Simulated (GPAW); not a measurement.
# MoS2 (Fm-3m) in GPAW: single point with PBE+U

Aim: the single point of MoS2 with PBE+U.

All numbers are computed with GPAW 26.7.0; they aren't measurements. Logs are shortened: lines on timing, memory, paths and dates and some standing lists are left out, and cuts for length are marked. The log counts tension as positive stress, the text compression.

## (1) The structure

Symmetry: Fm-3m, No. 225, cubic system. The conventional cell has a = 5.992 Å, b = 5.992 Å, c = 5.992 Å, α = 90.00°, β = 90.00°, γ = 90.00°. Mo (site symmetry m-3m) is surrounded by 8 S at 2.59 Å. S (site symmetry -43m) has 4 Mo at 2.59 Å as nearest neighbours.

Measurements of this composition are mostly on another form, of space group No. 194.

## (2) Single point, PBE+U

Input file run.py:

```python
from ase.dft.bandgap import bandgap
from ase.io import read, write
from ase.units import GPa
from gpaw import GPAW, PW

atoms = read('POSCAR')

calc = GPAW(mode=PW(600),
            xc='PBE',
            kpts={'size': (6, 6, 6), 'gamma': True},
            occupations={'name': 'methfessel-paxton', 'order': 0, 'width': 0.05},
            setups={'Mo': ':d,5.0'},
            nbands=25,
            convergence={'density': 1e-05, 'energy': 1e-05},
            maxiter=150,
            txt='gpaw.txt')
atoms.calc = calc
energy = atoms.get_potential_energy()
forces = atoms.get_forces()
stress = atoms.get_stress()
calc.write('gs.gpw')
write('result.traj', atoms)
print(f'Energy: {energy:.6f} eV')
print('Forces (eV/A):')
print(forces.round(4))
print('Stress (GPa):', (stress / GPa).round(3))
print('Fermi level:', round(calc.get_fermi_level(), 4), 'eV')
print(f'Gap: {bandgap(calc)[0]:.4f} eV, direct: {bandgap(calc, direct=True)[0]:.4f} eV')
```

Input file POSCAR:

```
MoS2
1.0
    0.0000000000      2.9959514200      2.9959514200
    2.9959514200      0.0000000000      2.9959514200
    2.9959514200      2.9959514200      0.0000000000
Mo S
1 2
Direct
    0.0000000000      0.0000000000      0.0000000000
    0.2500000000      0.2500000000      0.2500000000
    0.7500000000      0.7500000000      0.7500000000
```

Potentials or basis: GPAW PAW data sets (gpaw-data 1.2.1), pw.

Run with:

```console
$ OMP_NUM_THREADS=1 python run.py
```

gpaw.txt:

```text
__  _  _
 | _ |_)|_||  |
 |__||  | ||/\| - 26.7.0

Input parameters:
  mode=PW(ecut=600.0),
  convergence={'density': 1e-05, 'energy': 1e-05},
  kpts=MonkhorstPack(size=(6, 6, 6), gamma=True),
  maxiter=150,
  nbands=25,
  occupations=Occupations(name='methfessel-paxton', order=0, width=0.05),
  setups={'Mo': ':d,5.0'},
  xc=XC(name='PBE')

Diagonalizing LCAO Hamiltonian
Converting LCAO to pw mode

                     S

            S

       Mo

Atoms  # Å, Bohr magnetons
|   | symbol |        x |        y |        z |    initial magnetic moments |
|---|--------|----------|----------|----------|-----------------------------|
| 0 |     Mo | 0.000000 | 0.000000 | 0.000000 | ( 0.0000,  0.0000,  0.0000) |
| 1 |      S | 1.497976 | 1.497976 | 1.497976 | ( 0.0000,  0.0000,  0.0000) |
| 2 |      S | 4.493927 | 4.493927 | 4.493927 | ( 0.0000,  0.0000,  0.0000) |

Unit cell  # Å
| periodic |        x |        y |        z |  lengths |    angles |
|----------|----------|----------|----------|----------|-----------|
|      yes | 0.000000 | 2.995951 | 2.995951 | 4.236915 | 60.000000 |
|      yes | 2.995951 | 0.000000 | 2.995951 | 4.236915 | 60.000000 |
|      yes | 2.995951 | 2.995951 | 0.000000 | 4.236915 | 60.000000 |

Number of symmetries: 48
Symmetry operations  # r_c * U_cc + t_c -> r_c
|    | kind |            matrix            |
|----|------|------------------------------|
|  0 |  σ   |  1, 0, 0,  1, 0,-1,  1,-1, 0 |
|  1 |  C2  |  1, 0, 0,  1,-1, 0,  1, 0,-1 |
|  2 |  E   |  1, 0, 0,  0, 1, 0,  0, 0, 1 |
|  3 |  σ   |  1, 0, 0,  0, 0, 1,  0, 1, 0 |
|  4 |  C4  |  1, 0,-1,  1, 0, 0,  1,-1, 0 |
|  5 |  S6  |  1, 0,-1,  1,-1, 0,  1, 0, 0 |
|  6 |  σ   |  1, 0,-1,  0, 1,-1,  0, 0,-1 |
|  7 |  C3  |  1, 0,-1,  0, 0,-1,  0, 1,-1 |
|  8 |  S6  |  1,-1, 0,  1, 0, 0,  1, 0,-1 |
|  9 |  C4  |  1,-1, 0,  1, 0,-1,  1, 0, 0 |
| 10 |  C3  |  1,-1, 0,  0,-1, 1,  0,-1, 0 |
| 11 |  σ   |  1,-1, 0,  0,-1, 0,  0,-1, 1 |
| 12 |  σ   |  0, 1, 0,  1, 0, 0,  0, 0, 1 |
| 13 |  C4  |  0, 1, 0,  0, 1,-1, -1, 1, 0 |
| 14 |  C3  |  0, 1, 0,  0, 0, 1,  1, 0, 0 |
| 15 |  S6  |  0, 1, 0, -1, 1, 0,  0, 1,-1 |
| 16 |  C2  |  0, 1,-1,  1, 0,-1,  0, 0,-1 |
| 17 |  σ   |  0, 1,-1,  0, 1, 0, -1, 1, 0 |
| 18 |  S4  |  0, 1,-1,  0, 0,-1,  1, 0,-1 |
| 19 |  C4  |  0, 1,-1, -1, 1, 0,  0, 1, 0 |
| 20 |  C3  |  0, 0, 1,  1, 0, 0,  0, 1, 0 |
| 21 |  σ   |  0, 0, 1,  0, 1, 0,  1, 0, 0 |
| 22 |  S6  |  0, 0, 1,  0,-1, 1, -1, 0, 1 |
| 23 |  C4  |  0, 0, 1, -1, 0, 1,  0,-1, 1 |
| 24 |  S4  |  0, 0,-1,  1, 0,-1,  0, 1,-1 |
| 25 |  C3  |  0, 0,-1,  0, 1,-1,  1, 0,-1 |
| 26 |  C2  |  0, 0,-1,  0,-1, 0, -1, 0, 0 |
| 27 |  S6  |  0, 0,-1, -1, 0, 0,  0,-1, 0 |
| 28 |  S4  |  0,-1, 1,  1,-1, 0,  0,-1, 0 |
| 29 |  C4  |  0,-1, 1,  0, 0, 1, -1, 0, 1 |
| 30 |  C2  |  0,-1, 1,  0,-1, 0,  1,-1, 0 |
| 31 |  σ   |  0,-1, 1, -1, 0, 1,  0, 0, 1 |
| 32 |  C3  |  0,-1, 0,  1,-1, 0,  0,-1, 1 |
| 33 |  S6  |  0,-1, 0,  0, 0,-1, -1, 0, 0 |
| 34 |  S4  |  0,-1, 0,  0,-1, 1,  1,-1, 0 |
| 35 |  C2  |  0,-1, 0, -1, 0, 0,  0, 0,-1 |
| 36 |  C2  | -1, 1, 0,  0, 1, 0,  0, 1,-1 |
| 37 |  S6  | -1, 1, 0,  0, 1,-1,  0, 1, 0 |
| 38 |  S4  | -1, 1, 0, -1, 0, 1, -1, 0, 0 |
| 39 |  C3  | -1, 1, 0, -1, 0, 0, -1, 0, 1 |
| 40 |  S6  | -1, 0, 1,  0, 0, 1,  0,-1, 1 |
| 41 |  C2  | -1, 0, 1,  0,-1, 1,  0, 0, 1 |
| 42 |  C3  | -1, 0, 1, -1, 1, 0, -1, 0, 0 |
| 43 |  S4  | -1, 0, 1, -1, 0, 0, -1, 1, 0 |
| 44 |  C2  | -1, 0, 0,  0, 0,-1,  0,-1, 0 |
| 45 |  i   | -1, 0, 0,  0,-1, 0,  0, 0,-1 |
| 46 |  σ   | -1, 0, 0, -1, 1, 0, -1, 0, 1 |
| 47 |  C2  | -1, 0, 0, -1, 0, 1, -1, 1, 0 |

BZ-sampling:
  Number of BZ points: 216
  Number of IBZ points: 16

  Monkhorst-Pack size: [6, 6, 6]
  Monkhorst-Pack shift: [0.08333333333333333, 0.08333333333333333, 0.08333333333333333]

K-points  # in reciprocal-cell coordinates
|     |                                coordinates |     weight |
|-----|--------------------------------------------|------------|
|   0 | (  0.00000000,   0.00000000,   0.00000000) | 0.00462963 |
|   1 | (  0.16666667,   0.16666667,   0.00000000) | 0.02777778 |
|   2 | (  0.16666667,   0.16666667,   0.16666667) | 0.03703704 |
|   3 | (  0.33333333,   0.16666667,   0.16666667) | 0.05555556 |
|   4 | (  0.33333333,   0.33333333,  -0.33333333) | 0.05555556 |
|   5 | (  0.33333333,   0.33333333,   0.00000000) | 0.02777778 |
|   6 | (  0.33333333,   0.33333333,   0.16666667) | 0.11111111 |
|   7 | (  0.33333333,   0.33333333,   0.33333333) | 0.03703704 |
|   8 | (  0.50000000,   0.33333333,  -0.33333333) | 0.11111111 |
|   9 | (  0.50000000,   0.33333333,  -0.16666667) | 0.05555556 |
| ... |                                            |            |
|  15 | (  0.50000000,   0.50000000,   0.50000000) | 0.01851852 |

Plane wave coefficients: 1820
Cutoff: 600.0 eV

Spin-components: 1 (collinear spins)
Bands:           25
Projectors:      16
Spin-degeneracy: 2
Datatype:        complex128

Parallelization:
  kpt:    1
  domain: 1
  band:   1

Density:
  Valence electrons: 26.0
  Components: 1
  Grid points: [24 24 24]
  Charge: 0.0  # |e|

Potential:
  Grid points: [24 24 24]

species:
  Mo:
    name:    Molybdenum
    Z:       42.0
    valence: 14
    core:    28
    charge:  0.0  # [|e|]
    Hubbard: {U: 5.0,  # eV
              l: 2,
              scale: True}
    compensation charges:
      type: gauss
      rc: 0.38  # [Å]
      lmax: 2
    cutoffs:
      filter: 2.16  # [Å]
      core: 1.42  # [Å]
    projectors
    | kind |    occ | energy [eV] | rcut [Å] |
    |------|--------|-------------|----------|
    |   4s |  2.000 |     -64.307 |    1.238 |
    |   5s |  1.000 |      -4.084 |    1.238 |
    |   4p |  6.000 |     -38.491 |    1.296 |
    |   5p |  0.000 |      -1.044 |    1.296 |
    |   4d |  5.000 |      -3.754 |    1.296 |
    |    d |        |      23.458 |    1.296 |

    Using partial waves for Mo as LCAO basis

  S:
    name:    Sulfur
    Z:       16.0
    valence: 6
    core:    10
    charge:  0.0  # [|e|]
    compensation charges:
      type: gauss
      rc: 0.24  # [Å]
      lmax: 2
    cutoffs:
      filter: 1.77  # [Å]
      core: 1.66  # [Å]
    projectors
    | kind |    occ | energy [eV] | rcut [Å] |
    |------|--------|-------------|----------|
    |   3s |  2.000 |     -17.254 |    0.974 |
    |   3p |  4.000 |      -7.008 |    0.979 |
    |    s |        |       9.957 |    0.974 |
    |    p |        |      20.203 |    0.979 |
    |    d |        |       0.000 |    0.900 |

    Using partial waves for S as LCAO basis

Reference energy: -131849.312427  # eV

eigensolver:
  PPCG
  Converge bands: occupied
  niter=2

density mixing:
  MSR1-Mixer
  Pratt-step length: 0.05
  Maximum mixing coefficient: 0.75
  Old densities: 10
  SVD Regularization: 0.005
  Good broyden scale: 1.0
  Trust region scale: 1.0
  Backstep threshold: 4.0
  History deletion threshold: 6.0
  Fourier metric: weight=20.0, sigma=0.015

occupation numbers:
  Methfessel-Paxton:
    width: 0.0500  # eV
    order: 0

poisson solver:
  ecut: 4800.0  # eV

xc functional:
  name: PBE with 2 nearest neighbor stencil

convergence criteria:
- Maximum integral of absolute [dens]ity change: 1e-05 electrons / valence electron
- Maximum [total energy] change in last 3 cyles: 1e-05 eV / valence electron
- Maximum integral of absolute [eigenst]ate change: 4e-08 eV^2 / valence electron
maximum number of iterations: 150

SCF iterations
|iter     | |      energy | eigst |  dens |
|---------|-|-------------|-------|-------|
|iter:   1| |  -15.377892 | +0.38 |       |
|iter:   2| |  -14.697628 | -1.64 | -0.94 |
|iter:   3| |  -13.824536 | -1.09 | -1.02 |
|iter:   4| |  -13.752951 | -2.24 | -1.31 |
|iter:   5| |  -13.892842 | -2.34 | -1.67 |
|iter:   6| |  -13.944418 | -2.91 | -1.74 |
|iter:   7| |  -14.181314 | -2.79 | -2.18 |
|iter:   8| |  -14.238742 | -1.60 | -1.73 |
|iter:   9| |  -14.266144 | -2.34 | -1.98 |
|iter:  10| |  -14.264596 | -3.72 | -2.46 |
|iter:  11| |  -14.263426 | -4.05 | -2.65 |
|iter:  12| |  -14.263534 | -4.47 | -2.74 |
|iter:  13| |  -14.264953 | -4.06 | -2.88 |
|iter:  14| |  -14.265317 | -4.59 | -2.99 |
|iter:  15| |  -14.265781 | -4.91 | -3.56 |
|iter:  16| |  -14.265886 | -5.67 | -3.82 |
|iter:  17| |  -14.265827c| -6.43 | -4.30 |
|iter:  18| |  -14.265821c| -7.93c| -5.18c|

Converged in 18 steps
Energy contributions relative to reference atoms: (reference = -131849.312427)

Energy contributions:
  Kinetic:           4.863222
  Coulomb:          -6.776391
  Zero:             -0.336749
  External:          0.000000
  Xc:              -12.012053
  Entropy:          -0.007702
  Spinorbit:         0.000000
  ----------------------------
  Free energy:     -14.269672
  Extrapolated:    -14.265821

dipole moment: (-22.159008, -22.159008, -22.159008)  # |e|*Ang

Fermi level: 7.302
Eigenvalues  # (at kpt = [0.000, 0.000, 0.000])
| band index |      eig [eV] | occ [0-2] |
|------------|---------------|-----------|
|          0 |       -52.050 |     2.000 |
|        ... |               |           |
|          3 |       -26.227 |     2.000 |
|          4 |        -6.815 |     2.000 |
|          5 |        -2.806 |     2.000 |
|          6 |         2.983 |     2.000 |
|          7 |         2.983 |     2.000 |
|          8 |         2.983 |     2.000 |
|          9 |         5.923 |     2.000 |
|         10 |         5.923 |     2.000 |
|         11 |         7.540 |     0.000 |
|         12 |         7.540 |     0.000 |
|         13 |         7.540 |     0.000 |
|         14 |        13.378 |     0.000 |
|         15 |        13.378 |     0.000 |
|         16 |        13.378 |     0.000 |
|         17 |        13.800 |     0.000 |
|         18 |        13.800 |     0.000 |
|        ... |               |           |
|         24 |        25.391 |     0.000 |

No gap
No difference between direct/indirect transitions

Forces  # eV/Ang
|        x |        y |       z |
|----------|----------|---------|
|  0.00000 | -0.00000 | 0.00000 |  # Mo   0
| -0.00000 |  0.00000 | 0.00000 |  # S    1
|  0.00000 |  0.00000 | 0.00000 |  # S    2

Stress tensor  # eV/Ang^3
|         x |         y |         z |
|-----------|-----------|-----------|
| -0.013602 | -0.000000 |  0.000000 |
| -0.000000 | -0.013602 |  0.000000 |
|  0.000000 |  0.000000 | -0.013602 |

# Writing to gs.gpw (mode='')
```

It took 33 s on 1 thread of Arm Neoverse V1, shared host; peak memory 0.16 GiB.

What came out:

```yaml
Free_energy: -14.2697 eV
Pressure: 2.2 GPa
Band_gap_on_the_k_mesh: none (metal or under the smearing width)
```

Caveat: U without spin polarisation on a metal has little footing.
